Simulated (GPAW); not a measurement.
# 1T-CrO2 monolayer: work function by functional and basis

Aim: the work function of both faces of 1T-CrO2 monolayer, and its spread over functionals and bases.

Method: GPAW, PAW setups; layer in a repeated cell with vacuum, relaxation of atoms and in-plane cell, in the first sound run; inputs show where later runs differ, in GPAW 26.7.0.

## Step 1: Starting point

The cell holds 3 atoms: 2 O and 1 Cr. Cell: a = 2.784 Å, b = 2.784 Å, c = 16.141 Å, α = 90.0°, β = 90.0°, γ = 120.0°. Vacuum lies along c.

## Step 2: Relaxing the atoms

Forces are removed first; all later runs use this geometry.

The input, run.py:

```python
import json
import numpy as np
from ase import Atoms
from ase.filters import FrechetCellFilter
from ase.optimize import BFGS
from gpaw import GPAW, PW

slab = Atoms(
    ['O', 'Cr', 'O'],
    positions=[
        [1.39188, 0.80360, 7.00000],
        [0.00000, 0.00000, 8.07036],
        [-0.00000, 1.60720, 9.14072]],
    cell=[[2.78375, 0.0, 0.0], [-1.39188, 2.4108, 0.0], [0.0, 0.0, 16.1407]],
    pbc=[True, True, True],
    magmoms=[0.0, 3.0, 0.0])

slab.calc = GPAW(mode=PW(600), xc='PBE', kpts={'size': (12, 12, 1), 'gamma': True},
                 occupations={'name': 'fermi-dirac', 'width': 0.05}, nbands='160%',
                 convergence={'density': 1e-05}, maxiter=200,
                 symmetry={'tolerance': 1e-3}, txt='slab.txt')
result = {}
# The in-plane cell is free; stress needs a cell that repeats along all three vectors
path = []
opt = BFGS(FrechetCellFilter(slab, mask=[1, 1, 0, 0, 0, 1]), maxstep=0.2)
opt.attach(lambda: path.append((slab.get_potential_energy(), slab.positions.tolist(), slab.get_forces().tolist())))
result['relaxed'] = bool(opt.run(fmax=0.02, steps=45))
result['path'] = path
result['cell'] = slab.cell.tolist()
print('in-plane lattice', slab.cell.cellpar().round(4)[[0, 1, 5]])
energy = slab.get_potential_energy()
fermi = slab.calc.get_fermi_level()
v = slab.calc.get_electrostatic_potential().mean((0, 1)) - fermi
n = slab.calc.get_pseudo_density().mean((0, 1))
L = slab.cell[2, 2]
z = np.arange(len(v)) * L / len(v)
low, high = slab.positions[:, 2].min(), slab.positions[:, 2].max()
below, above = np.interp([low - 4.8, high + 4.8], z, v)
slopes = [np.interp(x, z, np.gradient(v, z)) for x in (low - 4.8, high + 4.8)]
eps = np.array([[slab.calc.get_eigenvalues(k, s) for k in range(len(slab.calc.get_ibz_k_points()))]
                for s in range(slab.calc.get_number_of_spins())]) - fermi
top, bottom = eps[eps < 0].max(), eps[eps > 0].min()
dipole = slab.get_dipole_moment()[2]
print(f'energy {energy:.4f} eV, Fermi level {fermi:.4f} eV, dipole {dipole:.5f} e A')
print(f'potential 4.8 A off the faces, from the Fermi level: lower {below:.4f} eV, upper {above:.4f} eV')
print(f'slope of the potential there: lower {slopes[0]:.5f}, upper {slopes[1]:.5f} eV/A')
print(f'nearest levels on the mesh: {top:.4f} and {bottom:.4f} eV')
print('magnetic moment', round(slab.get_magnetic_moment(), 3))
result.update(energy=energy, fermi=fermi, dipole=dipole, below=below, above=above, slopes=slopes, edges=[top, bottom],
              z=z.tolist(), v=v.tolist(), n=n.tolist(), positions=slab.positions.tolist(),
              forces=slab.get_forces(apply_constraint=False).tolist(), moments=slab.get_magnetic_moments().tolist())
json.dump(result, open('result.json', 'w'))
```

The run is started by

```bash
$ OMP_NUM_THREADS=1 OPENBLAS_NUM_THREADS=1 python run.py
```

The program printed:

```text
Step          Energy          fmax
BFGS:    0      -24.443955        0.867094
BFGS:    1      -24.472143        0.678928
BFGS:    2      -24.567574        0.521595
BFGS:    3      -24.587056        0.399970
BFGS:    4      -24.623948        0.038159
BFGS:    5      -24.624289        0.005024
in-plane lattice [  2.8666   2.8666 120.0001]
energy -24.6171 eV, Fermi level -3.8598 eV, dipole 0.00023 e A
potential 4.8 A off the faces, from the Fermi level: lower 7.2072 eV, upper 7.2060 eV
slope of the potential there: lower -0.00030, upper 0.00081 eV/A
nearest levels on the mesh: -0.0484 and 0.0050 eV
magnetic moment 2.0
```

Elapsed: 4 min, on 1 thread of Intel Xeon Platinum 8488C (Sapphire Rapids), shared host; peak memory 0.37 GiB.

This step gave:

| Property | Result |
| --- | --- |
| dipole along the normal | 2.32e-4 e·Å |
| levels nearest the Fermi level on the mesh | -0.04838, 0.005044 eV from the Fermi level |
| site moments | -0.04210, 2.024, -0.04210 μB |
| sum of the site moments | 1.940 μB |

The electrostatic potential energy of an electron (without an applied field's), less the Fermi level, planar mean by z:

```csv
z (Å),"electrostatic potential energy of an electron (without an applied field's), less the Fermi level, planar mean (eV)"
0.0,7.21
0.5,7.21
1.0,7.21
1.5,7.21
2.0,7.21
2.5,7.21
3.0,7.21
3.5,7.21
4.0,7.21
4.5,7.20
5.0,7.19
5.5,7.13
6.0,6.72
6.5,3.85
7.0,-10.1
7.5,-9.83
8.0,-18.3
8.5,-11.6
9.0,-12.3
9.5,1.48
10.0,6.37
10.5,7.07
11.0,7.18
11.5,7.20
12.0,7.20
12.5,7.20
13.0,7.21
13.5,7.21
14.0,7.21
14.5,7.21
15.0,7.21
15.5,7.21
16.0,7.21
```

The pseudo valence density, planar mean by z:

```csv
z (Å),"pseudo valence density, planar mean (e/Å³)"
0.00,0
0.50,0
0.84,0
1.35,0
1.68,0
2.19,0
2.52,0
3.03,0
3.53,5.7e-6
3.87,1.7e-5
4.37,9.4e-5
4.71,3.1e-4
5.21,0.00194
5.55,0.00676
6.05,0.0478
6.56,0.344
6.89,0.877
7.40,0.875
7.73,0.643
8.24,0.663
8.57,0.716
9.08,1.06
9.42,0.599
9.92,0.0937
10.42,0.0129
10.76,0.00362
11.26,5.7e-4
11.60,1.7e-4
12.11,2.7e-5
12.44,8.6e-6
12.95,2.5e-6
13.45,0
13.79,0
14.29,0
14.63,0
15.13,0
15.47,0
15.97,0
```

Site moment by atom:

```csv
atom,site moment (μB)
O1,-0.04
Cr2,2.02
O3,-0.04
```

The relaxation lowered the energy of the cell by 0.181 eV (energies extrapolated to zero smearing; the optimiser's log prints free energies). The largest force left on a free atom is 0.0050 eV/Å.

## Step 3: The slab's potential

With the geometry fixed, the planar mean of the potential gives the vacuum level on each side.

This step: GPAW, PAW setups; slab in vacuum (GPAW 26.7.0).

The cell differs from the one that the last finished run ended in (c 16.141 → 15.966 Å).

run.py: that of step 2 with these lines changed.

```diff
@@ -3,4 +3,2 @@
 from ase import Atoms
-from ase.filters import FrechetCellFilter
-from ase.optimize import BFGS
 from gpaw import GPAW, PW
@@ -10,22 +8,15 @@
     positions=[
-        [1.39188, 0.80360, 7.00000],
-        [0.00000, 0.00000, 8.07036],
-        [-0.00000, 1.60720, 9.14072]],
-    cell=[[2.78375, 0.0, 0.0], [-1.39188, 2.4108, 0.0], [0.0, 0.0, 16.1407]],
-    pbc=[True, True, True],
+        [1.43331, 0.82752, 7.00000],
+        [0.00000, -0.00000, 7.98292],
+        [0.00000, 1.65504, 8.96584]],
+    cell=[[2.86661, 0.0, 0.0], [-1.43331, 2.48256, 0.0], [0.0, 0.0, 15.9658]],
+    pbc=[True, True, False],
     magmoms=[0.0, 3.0, 0.0])
 
-slab.calc = GPAW(mode=PW(600), xc='PBE', kpts={'size': (12, 12, 1), 'gamma': True},
+slab.calc = GPAW(mode=PW(500), xc='PBE', kpts={'size': (12, 12, 1), 'gamma': True},
                  occupations={'name': 'fermi-dirac', 'width': 0.05}, nbands='160%',
                  convergence={'density': 1e-05}, maxiter=200,
+                 poissonsolver={'dipolelayer': 'xy'},
                  symmetry={'tolerance': 1e-3}, txt='slab.txt')
 result = {}
-# The in-plane cell is free; stress needs a cell that repeats along all three vectors
-path = []
-opt = BFGS(FrechetCellFilter(slab, mask=[1, 1, 0, 0, 0, 1]), maxstep=0.2)
-opt.attach(lambda: path.append((slab.get_potential_energy(), slab.positions.tolist(), slab.get_forces().tolist())))
-result['relaxed'] = bool(opt.run(fmax=0.02, steps=45))
-result['path'] = path
-result['cell'] = slab.cell.tolist()
-print('in-plane lattice', slab.cell.cellpar().round(4)[[0, 1, 5]])
 energy = slab.get_potential_energy()
```

The program printed:

```text
energy -23.9324 eV, Fermi level -3.8121 eV, dipole 0.00039 e A
potential 4.8 A off the faces, from the Fermi level: lower 7.2023 eV, upper 7.1941 eV
slope of the potential there: lower -0.00202, upper 0.00202 eV/A
nearest levels on the mesh: -0.0495 and 0.0039 eV
magnetic moment 2.0
```

Run time: 32 s. Hardware: 1 thread; peak memory 0.21 GiB.

Numbers from this step:

```
dipole along the normal                    : 3.89e-4 e·Å
levels nearest the Fermi level on the mesh : -0.04952, 0.003854 eV from the Fermi level
upper work function                        : 7.194 eV
lower work function                        : 7.202 eV
site moments                               : -0.04221, 2.023, -0.04221 μB
sum of the site moments                    : 1.939 μB
```

The electrostatic potential energy of an electron (without an applied field's), less the Fermi level, planar mean by z:

```csv
z (Å),"electrostatic potential energy of an electron (without an applied field's), less the Fermi level, planar mean (eV)"
0.0,7.20
0.5,7.20
1.0,7.20
1.5,7.20
2.0,7.20
2.5,7.20
3.0,7.20
3.5,7.20
4.0,7.20
4.5,7.20
5.0,7.18
5.5,7.09
6.0,6.52
6.5,2.46
7.0,-11.8
7.5,-10.7
8.0,-18.6
8.5,-10.3
9.0,-11.4
9.5,3.10
10.0,6.59
10.5,7.10
11.0,7.17
11.5,7.19
12.0,7.19
12.5,7.19
13.0,7.19
13.5,7.19
14.0,7.19
14.5,7.19
15.0,7.19
15.5,7.19
```

Pseudo valence density, planar mean against z:

z (Å), pseudo valence density, planar mean (e/Å³) and a bar:
```
     0.00       0.00 
     0.38       0.00 
     0.76       0.00 
     1.33       0.00 
     1.71       0.00 
     2.09       0.00 
     2.47       0.00 
     3.04       0.00 
     3.42       0.00 
     3.80       0.00 
     4.18       0.00 
     4.75       0.00 
     5.13       0.00 
     5.51       0.01 
     5.89       0.04 #
     6.46       0.34 #########
     6.84       0.93 ##########################
     7.22       0.96 ###########################
     7.60       0.65 ##################
     8.17       0.66 ##################
     8.55       0.77 ######################
     8.93       1.07 ##############################
     9.31       0.63 ##################
     9.88       0.08 ##
    10.26       0.02 
    10.64       0.00 
    11.02       0.00 
    11.59       0.00 
    11.97       0.00 
    12.35       0.00 
    12.73       0.00 
    13.30       0.00 
    13.69       0.00 
    14.07       0.00 
    14.45       0.00 
    15.02       0.00 
    15.40       0.00 
    15.78       0.00
```

Force by atom:

```csv
atom,x (eV/Å),y (eV/Å),z (eV/Å),size
O1,0.0000,0.0000,0.0515,0.0515
Cr2,0.0000,0.0000,0.0000,0.0000
O3,0.0000,0.0000,-0.0515,0.0515
```

The potential is flat to 0.002 eV/Å where it is read, so the vacuum is wide enough.

## Step 4: Self-consistent run: xc = "RPBE"

The same geometry under RPBE, to see how far the functional moves the levels against the vacuum.

run.py: that of step 3 with these lines changed.

```diff
@@ -15,3 +15,3 @@
 
-slab.calc = GPAW(mode=PW(500), xc='PBE', kpts={'size': (12, 12, 1), 'gamma': True},
+slab.calc = GPAW(mode=PW(500), xc='RPBE', kpts={'size': (12, 12, 1), 'gamma': True},
                  occupations={'name': 'fermi-dirac', 'width': 0.05}, nbands='160%',
```

The program printed:

```text
energy -22.7153 eV, Fermi level -3.7044 eV, dipole 0.00039 e A
potential 4.8 A off the faces, from the Fermi level: lower 7.0909 eV, upper 7.0826 eV
slope of the potential there: lower -0.00201, upper 0.00201 eV/A
nearest levels on the mesh: -0.0524 and 0.0011 eV
magnetic moment 2.0
```

Wall time 30 s (1 thread); peak memory 0.21 GiB.

Numbers from this step:

```yaml
levels_nearest_the_fermi_level_on_the_mesh: -0.05245, 0.001077 eV from the Fermi level
upper_work_function: 7.083 eV
lower_work_function: 7.091 eV
site_moments: -0.05033, 2.045, -0.05033 μB
sum_of_the_site_moments: 1.944 μB
```

Table of electrostatic potential energy of an electron (without an applied field's), less the Fermi level, planar mean by z:

z (Å), electrostatic potential energy of an electron (without an applied field's), less the Fermi level, planar mean (eV) and a bar from the least value:
```
        0        7.1 ##############################
        1        7.1 ##############################
        2        7.1 ##############################
        3        7.1 ##############################
        4        7.1 ##############################
        5        7.1 ##############################
        6        6.4 #############################
        7      -11.9 ########
        8      -18.6 
        9      -11.5 ########
       10        6.5 #############################
       11        7.1 ##############################
       12        7.1 ##############################
       13        7.1 ##############################
       14        7.1 ##############################
       15        7.1 ##############################
```

Table of pseudo valence density, planar mean by z:

```csv
z (Å),"pseudo valence density, planar mean (e/Å³)"
0.00,0
0.38,0
0.76,0
1.33,1.3e-6
1.71,1.6e-6
2.09,1.5e-6
2.47,1.9e-6
3.04,2.5e-6
3.42,7.1e-6
3.80,2.0e-5
4.18,6.9e-5
4.75,5.1e-4
5.13,0.00208
5.51,0.00836
5.89,0.0354
6.46,0.335
6.84,0.928
7.22,0.962
7.60,0.650
8.17,0.658
8.55,0.774
8.93,1.07
9.31,0.627
9.88,0.0763
10.26,0.0170
10.64,0.00405
11.02,0.00105
11.59,1.4e-4
11.97,4.1e-5
12.35,1.1e-5
12.73,4.5e-6
13.30,1.3e-6
13.69,1.1e-6
14.07,0
14.45,0
15.02,1.4e-6
15.40,1.4e-6
15.78,1.3e-6
```

Site moment by atom:

```csv
atom,site moment (μB)
O1,-0.05
Cr2,2.05
O3,-0.05
```

Force by atom:

```csv
atom,x (eV/Å),y (eV/Å),z (eV/Å),size
O1,0.000,0.000,-0.324,0.324
Cr2,0.000,0.000,0.000,0.000
O3,0.000,0.000,0.324,0.324
```

The upper face's work function is 7.083 eV, against 7.194 eV in the first plane-wave PBE run at this geometry.

## Step 5: OptPBE vdW: xc = "optPBE-vdW"

The same geometry under optPBE-vdW, to see how far the functional moves the levels against the vacuum (the van der Waals functionals take revPBE setups).

run.py: that of step 4 with these lines changed.

```diff
@@ -15,3 +15,3 @@
 
-slab.calc = GPAW(mode=PW(500), xc='RPBE', kpts={'size': (12, 12, 1), 'gamma': True},
+slab.calc = GPAW(mode=PW(500), xc='optPBE-vdW', kpts={'size': (12, 12, 1), 'gamma': True},
                  occupations={'name': 'fermi-dirac', 'width': 0.05}, nbands='160%',
```

The program printed:

```text
energy -36.8811 eV, Fermi level -4.0600 eV, dipole 0.00039 e A
potential 4.8 A off the faces, from the Fermi level: lower 7.4822 eV, upper 7.4740 eV
slope of the potential there: lower -0.00207, upper 0.00207 eV/A
nearest levels on the mesh: -0.0436 and 0.0048 eV
magnetic moment 2.0
```

The job ended after 41 s (1 thread; peak memory 0.32 GiB).

Numbers from this step:

```yaml
dipole_along_the_normal: 3.88e-4 e·Å
levels_nearest_the_fermi_level_on_the_mesh: -0.04364, 0.004818 eV from the Fermi level
upper_work_function: 7.474 eV
lower_work_function: 7.482 eV
site_moments: -0.03999, 2.018, -0.03999 μB
sum_of_the_site_moments: 1.938 μB
```

The upper face's work function is 7.474 eV, against 7.194 eV in the first plane-wave PBE run at this geometry.

## Step 6: Self-consistent run: xc = "vdW-DF2"

The same geometry under vdW-DF2, to see how far the functional moves the levels against the vacuum (the van der Waals functionals take revPBE setups).

run.py: that of step 5 with these lines changed.

```diff
@@ -15,3 +15,3 @@
 
-slab.calc = GPAW(mode=PW(500), xc='optPBE-vdW', kpts={'size': (12, 12, 1), 'gamma': True},
+slab.calc = GPAW(mode=PW(500), xc='vdW-DF2', kpts={'size': (12, 12, 1), 'gamma': True},
                  occupations={'name': 'fermi-dirac', 'width': 0.05}, nbands='160%',
```

The program printed:

```text
energy -90.6896 eV, Fermi level -4.2984 eV, dipole 0.00039 e A
potential 4.8 A off the faces, from the Fermi level: lower 7.7709 eV, upper 7.7627 eV
slope of the potential there: lower -0.00206, upper 0.00206 eV/A
nearest levels on the mesh: -0.0403 and 0.0073 eV
magnetic moment 2.0
```

Run time: 38 s. Hardware: 1 thread; peak memory 0.31 GiB.

Numbers from this step:

```
dipole along the normal                    : 3.87e-4 e·Å
levels nearest the Fermi level on the mesh : -0.04032, 0.007261 eV from the Fermi level
upper work function                        : 7.763 eV
lower work function                        : 7.771 eV
site moments                               : -0.02531, 1.993, -0.02531 μB
sum of the site moments                    : 1.943 μB
```

The electrostatic potential energy of an electron (without an applied field's), less the Fermi level, planar mean by z:

```csv
z (Å),"electrostatic potential energy of an electron (without an applied field's), less the Fermi level, planar mean (eV)"
0.0,7.77
0.5,7.77
1.0,7.77
1.5,7.77
2.0,7.77
2.5,7.77
3.0,7.77
3.5,7.77
4.0,7.77
4.5,7.76
5.0,7.74
5.5,7.63
6.0,7.00
6.5,2.83
7.0,-11.6
7.5,-10.6
8.0,-18.5
8.5,-10.2
9.0,-11.1
9.5,3.47
10.0,7.08
10.5,7.64
11.0,7.74
11.5,7.75
12.0,7.76
12.5,7.76
13.0,7.76
13.5,7.76
14.0,7.76
14.5,7.76
15.0,7.76
15.5,7.76
```

The upper face's work function is 7.763 eV, against 7.194 eV in the first plane-wave PBE run at this geometry.

## Step 7: Self-consistent run: xc = "LDA"

The same geometry under LDA, to see how far the functional moves the levels against the vacuum.

run.py: that of step 6 with these lines changed.

```diff
@@ -15,3 +15,3 @@
 
-slab.calc = GPAW(mode=PW(500), xc='vdW-DF2', kpts={'size': (12, 12, 1), 'gamma': True},
+slab.calc = GPAW(mode=PW(500), xc='LDA', kpts={'size': (12, 12, 1), 'gamma': True},
                  occupations={'name': 'fermi-dirac', 'width': 0.05}, nbands='160%',
```

The program printed:

```text
energy -26.4427 eV, Fermi level -4.0152 eV, dipole 0.00039 e A
potential 4.8 A off the faces, from the Fermi level: lower 7.4089 eV, upper 7.4007 eV
slope of the potential there: lower -0.00203, upper 0.00203 eV/A
nearest levels on the mesh: -0.0363 and 0.0127 eV
magnetic moment 2.0
```

Elapsed: 29 s, on 1 thread; peak memory 0.2 GiB.

This step gave:

```
dipole along the normal                    : 3.91e-4 e·Å
levels nearest the Fermi level on the mesh : -0.03627, 0.01267 eV from the Fermi level
upper work function                        : 7.401 eV
lower work function                        : 7.409 eV
site moments                               : -0.02707, 1.969, -0.02707 μB
sum of the site moments                    : 1.914 μB
```

The upper face's work function is 7.401 eV, against 7.194 eV in the first plane-wave PBE run at this geometry.

## Step 8: Self-consistent run: xc = "revPBE"

The same geometry under revPBE, to see how far the functional moves the levels against the vacuum.

run.py: that of step 7 with these lines changed.

```diff
@@ -15,3 +15,3 @@
 
-slab.calc = GPAW(mode=PW(500), xc='LDA', kpts={'size': (12, 12, 1), 'gamma': True},
+slab.calc = GPAW(mode=PW(500), xc='revPBE', kpts={'size': (12, 12, 1), 'gamma': True},
                  occupations={'name': 'fermi-dirac', 'width': 0.05}, nbands='160%',
```

The program printed:

```text
energy -22.8901 eV, Fermi level -3.7085 eV, dipole 0.00039 e A
potential 4.8 A off the faces, from the Fermi level: lower 7.0890 eV, upper 7.0807 eV
slope of the potential there: lower -0.00201, upper 0.00201 eV/A
nearest levels on the mesh: -0.0517 and 0.0020 eV
magnetic moment 2.0
```

Elapsed: 31 s, on 1 thread; peak memory 0.21 GiB.

Numbers from this step:

```
dipole along the normal                    : 3.89e-4 e·Å
levels nearest the Fermi level on the mesh : -0.05168, 0.001978 eV from the Fermi level
upper work function                        : 7.081 eV
lower work function                        : 7.089 eV
site moments                               : -0.04828, 2.039, -0.04828 μB
sum of the site moments                    : 1.942 μB
```

The upper face's work function is 7.081 eV, against 7.194 eV in the first plane-wave PBE run at this geometry.

(Part 1 of 2 ends here.)

[Logs are printed without paths, hosts, clocks, repeated set-up lines and the standing remarks that a program may print on its own settings, such as how far it seeks lower states.]

[Hosts, paths, dates, database ids (printed as entryN), source tags and the programs' standing remarks are cut or masked in the printed files.]
